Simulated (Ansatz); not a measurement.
# CoO: stress in a strained cell

Aim: deform CoO (equal xy, yz and zx engineering shear strains of +3 %) and compute stress, forces and field gradients with LAPW, PAW and all-electron datasets made for the crystal.

Method: DFT PBE, scalar-relativistic, in Ansatz 0.2.0.

## 1. Starting point

It takes space group Fm-3m (No. 225, cubic). The conventional cell has a = 4.263 Å, b = 4.263 Å, c = 4.263 Å, α = 90.00°, β = 90.00°, γ = 90.00°. Co (site symmetry m-3m) has 6 O at 2.13 Å as nearest neighbours. Around O (site symmetry m-3m) lie 6 Co at 2.13 Å.

Coordinates:

```cif
data_structure
_symmetry_space_group_name_H-M 'Fm-3m'
_symmetry_Int_Tables_number 225
_cell_length_a 4.2630
_cell_length_b 4.2630
_cell_length_c 4.2630
_cell_angle_alpha 90.000
_cell_angle_beta 90.000
_cell_angle_gamma 90.000
_cell_volume 77.47
loop_
_atom_site_label
_atom_site_type_symbol
_atom_site_symmetry_multiplicity
_atom_site_Wyckoff_symbol
_atom_site_fract_x
_atom_site_fract_y
_atom_site_fract_z
_atom_site_occupancy
Co1 Co 4 a 0.00000 0.00000 0.00000 1
O1 O 4 b 0.50000 0.00000 0.00000 1
```

The file gives the conventional cell by its symmetry; the runs use the cell typed in the input.

Atoms are numbered in the order of the input: Co1, O2.

## 2. The deformed structure

Space group Fm-3m before, R-3m after.

## 3. Full-potential LAPW

Contents of input.yaml:

```yaml
crystal:
  lattice:
    - [0.063945, 2.1634725, 2.1634725]
    - [2.1634725, 0.063945, 2.1634725]
    - [2.1634725, 2.1634725, 0.063945]
  atoms:
    - { symbol: Co, position: [0.0, 0.0, 0.0], spin: 2.0 }
    - { symbol: O, position: [0.5, 0.5, 0.5] }
magnetization:
  spin_polarized: true
kpoints:
  mp_grid: { grid: [16, 16, 16] }
  band_path:
    path:
      - [0.0, 0.0, 0.0]
      - [0.5, 0.5, 0.5]
      - [0.2428775097, 0.5, 0.7571224903]
      - [-0.2428775097, 0.2428775097, 0.5]
      - [0.0, 0.0, 0.5]
      - [0.0, 0.0, 0.0]
      - [-0.3714387548, 0.0, 0.3714387548]
      - [0.0, 0.3714387548, 0.6285612452]
      - [0.0, 0.5, 0.5]
    npoints: 5
scf:
  occupations: { method: fermi_dirac, width: 0.05 }
hamiltonian:
  xc: pbe
  pseudopotentials: { kind: all_electron, lapw: { basis_error: 0.0005 } }
output:
  forces: true
  stress: true
  eigenvalues: true
```

Run with:

```
ansatz run input.yaml --threads 1 --pin off --max-ram 3072MiB --backend cpu --events-out ev --progress --plain --runs-dir out
```

The program printed (excerpt; [...] marks lines left out):

```text
LAPW: plane waves up to 10.091 Å⁻¹, error target 5.0e-4 eV per atom; small_component_spin mean_spin; O in spheres of 0.969 Å, 8 of its electrons in bands, Dirac shells []; Co in spheres of 1.163 Å, 17 of its electrons in bands, Dirac shells []
[...]
Pseudopotentials: kind: all_electron
Pseudopotential: Co, LAPW, valence charge 17, Koelling and Harmon's equation, gaussian nucleus
Pseudopotential: O, LAPW, valence charge 8, Koelling and Harmon's equation, gaussian nucleus
Functional definition: PBE
[...]
Crystal: 2 atoms, lattice volume = 19.355 Å³
Basis set: ecut = 387.99241898375914 eV, 333 PW (Γ), exchange–correlation at level 2
Bands: 18, of which v1, the nominal top of the filled ones, is band 13 counted from 1 (12 counted from 0)
Symmetry: 12 space group operations
Space group: R-3m (ITA 166), of the structure as read, at distance tolerance 2.7e-5 Å
Magnetic group: BNS 166.97 (UNI 1327), of the structure as read, at distance tolerance 2.7e-5 Å
k-points: 417 of 4096
[...]
Starting moments: Σ|m| = 2 μB on 1 of 2 sites
[...]
SCF iter   1: F=—  HF=-39965.335905 eV  |F-HF|=—  |Δ(HF+E_count)|=         —  Δρ=6.13e-2 (↑5.65e-2 ↓6.13e-2)  dr2=1.64e0  dr2_m=2.73e-1  M=3.000 μB ∫|m|=3.002 μB  β_m=0.30  ethr=6.55e-3  ⟨swp⟩=2.0  Hψ=98353  notcnv=0
[...]
the basis was enlarged: its passes take 2.0 MiB over the memory plan, 2 of 2 planned eigensolver slots
[...]
the basis was enlarged: its passes take 2.6 MiB over the memory plan, 2 of 2 planned eigensolver slots
SCF iter  26: F=-39964.512472 eV  HF=-39964.512472 eV  |F-HF|=4.53e-9  |Δ(HF+E_count)|=   8.61e-8  Δρ=3.05e-6 (↑3.59e-7 ↓3.05e-6)  dr2=1.10e-9  dr2_m=4.56e-10  M=2.931 μB ∫|m|=2.945 μB  ethr=5.90e-12 (applied; sched 1.00e-12)  ⟨swp⟩=3.0  Hψ=43066  notcnv=0
[...]
at 5 of the mixer's solves, the last at iteration 18, it left a direction of its history that read negative out of its fit and stepped the other way along it
NSCF: frozen V_eff on 41 k-points
SCF converged after 26 iterations
Magnetization: 2.9309 μB (13.9654 up, 11.0346 down)
Absolute magnetization: 2.9453 μB (∫|ρ↑−ρ↓|)
Spin contamination: 0.0079 ħ² per cell (⟨S²⟩ above its minimum at these occupations)
Per-site moments (μB) at R_I (Å): [(2.591265817214726, 1.1630781663567615), (0.31833323944573033, 0.96890133543281)]
Free energy (F): -39964.512472 eV
[...]
E sigma→0 (E₀):  -39964.500268 eV
Entropy (-TS):   -0.024409 eV (-12.205 meV/atom)
Fermi energy:    14.100389 eV
[...]
--- Forces (eV/Å), atoms counted from 1 ---
  atom   1  Co     0.00000000     0.00000000     0.00000000
  atom   2  O      0.00000000     0.00000000     0.00000000
[...]
--- Stress (GPa, compression-positive) ---
       -1.471422       0.489316       0.489316
        0.489316      -1.471422       0.489316
        0.489316       0.489316      -1.471422
  P = ⅓ Tr σ = -1.4714 GPa (-14.714 kbar)
--- Band table (eV; the first three rows and the last of 834) ---
  k-point 0 ↑: bands = ["-492.5980", "-82.7916", "-46.2734", "-45.9323", "-45.9323", "-6.1100", "10.5635", "10.7402", "10.7912", "10.7912", "11.0681", "11.0681", "11.2570", "11.2570", "15.0112", "30.7924", "31.2349", "32.5665"]
[...]
```

Run time: 7 min. Hardware: 1 thread of Arm Neoverse V1, shared host; peak memory 1.5 GiB.

This run gives: pressure -1.47 GPa; no gap; spin moments Co1 2.59, O2 0.32 μB.

## 4. PAW on the default files

Contents of input.yaml:

```yaml
crystal:
  lattice:
    - [0.063945, 2.1634725, 2.1634725]
    - [2.1634725, 0.063945, 2.1634725]
    - [2.1634725, 2.1634725, 0.063945]
  atoms:
    - { symbol: Co, position: [0.0, 0.0, 0.0], spin: 2.0 }
    - { symbol: O, position: [0.5, 0.5, 0.5] }
magnetization:
  spin_polarized: true
kpoints:
  mp_grid: { grid: [16, 16, 16] }
scf:
  occupations: { method: fermi_dirac, width: 0.05 }
hamiltonian:
  xc: pbe
  pseudopotentials: { kind: paw }
output:
  forces: true
  stress: true
  eigenvalues: true
  efg: { contact_densities: true }
```

Run with:

```
ansatz run input.yaml --threads 1 --pin off --max-ram 3072MiB --backend cpu --events-out ev --progress --plain --runs-dir out
```

The program printed (excerpt; [...] marks lines left out):

```text
[...]
Pseudopotentials: kind: paw
Pseudopotential: Co, paw, valence charge 17, recommended cutoff 420 eV (normal)
Pseudopotential: O, paw, valence charge 6, recommended cutoff 420 eV (normal)
[... 1 set-up line as earlier in the session ...]
[...]
Crystal: 2 atoms, lattice volume = 19.355 Å³
Basis set: ecut = 420 eV, 369 PW (Γ), exchange–correlation on 48×48×48 points (8 copies of the dense FFT grid, shifted against one another)
Bands: 17, of which v1, the nominal top of the filled ones, is band 12 counted from 1 (11 counted from 0)
[... 2 set-up lines as earlier in the session ...]
Magnetic group: BNS 166.97 (UNI 1327), of the structure as read, at distance tolerance 2.7e-5 Å
k-points: 417 of 4096
[...]
Starting moments: Σ|m| = 2 μB on 1 of 2 sites
[...]
--- Stress (GPa, compression-positive) ---
       -1.921600       0.505432       0.505432
        0.505432      -1.921600       0.505432
        0.505432       0.505432      -1.921600
  P = ⅓ Tr σ = -1.9216 GPa (-19.216 kbar)
--- PAW observables at the nuclei: V_zz in 10²¹ V/m², potentials from the cell's mean, atoms counted from 1 ---
  atom   1  Co V_zz =    +1.553458   η = 0.0000   by run symmetry: allowed
            electrostatic potential = -3387.468926 V   contact ρ = 114672.682809 e/Å³   contact ρ_s (e/Å³): all electrons -1.686110, valence +4.865835
  atom   2  O  V_zz =    +1.049254   η = 0.0000   by run symmetry: allowed
            electrostatic potential = -627.242551 V   contact ρ = 2157.718470 e/Å³   contact ρ_s (e/Å³): all electrons +2.772992, valence +3.211796
--- Band table (eV; the first three rows and the last of 834) ---
  k-point 0 ↑: bands = ["-83.0435", "-46.3977", "-46.2605", "-46.2605", "-6.3770", "10.4941", "10.5199", "10.5495", "10.5495", "10.8013", "10.8013", "10.8765", "10.8765", "14.7518", "30.5282", "31.0515", "32.2792"]
[...]
```

Wall time 41 s (1 thread of Arm Neoverse V1, shared host); peak memory 0.55 GiB.

This run gives: pressure -1.92 GPa; no gap; spin moments Co1 2.50, O2 0.32 μB; Vzz Co1 1.55 (η = 0.00), O2 1.05 (η = 0.00) (10²¹ V/m²).

## 5. All-electron PAW on datasets made for the crystal

Changes to input.yaml since step 4:

```diff
@@ -16,3 +16,3 @@
   xc: pbe
-  pseudopotentials: { kind: paw }
+  pseudopotentials: { kind: all_electron, datasets: crystal }
 output:
```

Run with:

```
ansatz run input.yaml --threads 1 --pin off --max-ram 3072MiB --backend cpu --events-out ev --progress --plain --runs-dir out
```

The program printed (excerpt; [...] marks lines left out):

```text
[...]
[... 1 set-up line as earlier in the session ...]
Pseudopotential: Co, paw, valence charge 17, recommended cutoff 400 eV (normal), Koelling and Harmon's equation, gaussian nucleus
Pseudopotential: O, paw, valence charge 6, recommended cutoff 400 eV (normal), Koelling and Harmon's equation, gaussian nucleus
[... 1 set-up line as earlier in the session ...]
[...]
a search for the magnetic state begins, with frozen cores and fixed partial waves. It gives no result and prints no iterations
the search for the magnetic state of this step took 16 SCF iterations with frozen cores. It stayed in its first state, in which the spheres begin
Crystal: 2 atoms, lattice volume = 19.355 Å³
Basis set: ecut = 400 eV, 333 PW (Γ), exchange–correlation on 40×40×40 points (8 copies of the dense FFT grid, shifted against one another)
Bands: 17, of which v1, the nominal top of the filled ones, is band 12 counted from 1 (11 counted from 0)
[...]
--- Stress (GPa, compression-positive) ---
       -1.477236       0.490362       0.490362
        0.490362      -1.477236       0.490362
        0.490362       0.490362      -1.477236
  P = ⅓ Tr σ = -1.4772 GPa (-14.772 kbar)
--- PAW observables at the nuclei: V_zz in 10²¹ V/m², potentials from the cell's mean, atoms counted from 1 ---
  atom   1  Co V_zz =    +4.806224   η = 0.0000   by run symmetry: allowed
            electrostatic potential = -3387.429721 V   contact ρ = 114736.726925 e/Å³   contact ρ_s (e/Å³): all electrons -1.685286, valence +7.427279
  atom   2  O  V_zz =    +1.392495   η = 0.0000   by run symmetry: allowed
            electrostatic potential = -627.302001 V   contact ρ = 2158.223978 e/Å³   contact ρ_s (e/Å³): all electrons +2.777230, valence +3.250852
--- Band table (eV; the first three rows and the last of 834) ---
  k-point 0 ↑: bands = ["-82.7917", "-46.2728", "-45.9326", "-45.9326", "-6.1101", "10.5647", "10.7401", "10.7911", "10.7911", "11.0679", "11.0679", "11.2564", "11.2564", "15.0113", "30.7926"]
[...]
```

Wall time 3.4 min (1 thread of Arm Neoverse V1, shared host); peak memory 1.5 GiB.

Result: pressure -1.48 GPa; no gap; spin moments Co1 2.50, O2 0.32 μB; Vzz Co1 4.81 (η = 0.00), O2 1.39 (η = 0.00) (10²¹ V/m²).

## 6. Stress and forces compared

Stress (GPa, compression positive):

```csv
method,xx,yy,zz,yz,xz,xy
LAPW,-1.47,-1.47,-1.47,0.49,0.49,0.49
PAW,-1.92,-1.92,-1.92,0.51,0.51,0.51
crystal datasets,-1.48,-1.48,-1.48,0.49,0.49,0.49
```

| method | pressure (GPa) | moment Co1 (μB) | moment O2 (μB) | Vzz Co1 (10²¹ V/m²) | Vzz O2 (10²¹ V/m²) | SCF cycles, all passes |
| --- | --- | --- | --- | --- | --- | --- |
| LAPW | -1.47 | 2.59 | 0.32 | – | – | 26 |
| PAW | -1.92 | 2.50 | 0.32 | 1.55 | 1.05 | 15 |
| crystal datasets | -1.48 | 2.50 | 0.32 | 4.81 | 1.39 | 18 |

## 7. Summary of results

| quantity | value |
| --- | --- |
| pressure | LAPW -1.47, PAW -1.92, crystal datasets -1.48 GPa |
| largest shear or deviatoric stress (LAPW) | 0.49 GPa |

What this shows: The largest part of the stress beyond the pressure is 0.49 GPa in size; the atoms are carried along and not relaxed. No run of the undeformed cell stands beside it, so the pressure holds what the given cell had before the change. PAW: stress within 0.45 GPa of LAPW. Crystal datasets: stress within 0.01 GPa of LAPW. Other magnetic orders may lie lower; this is the state that the run reached. With one magnetic atom in the cell only ferromagnetic order fits; the real order can differ. No U acts on the open 3d shell, so the metal found here may be the functional's error.
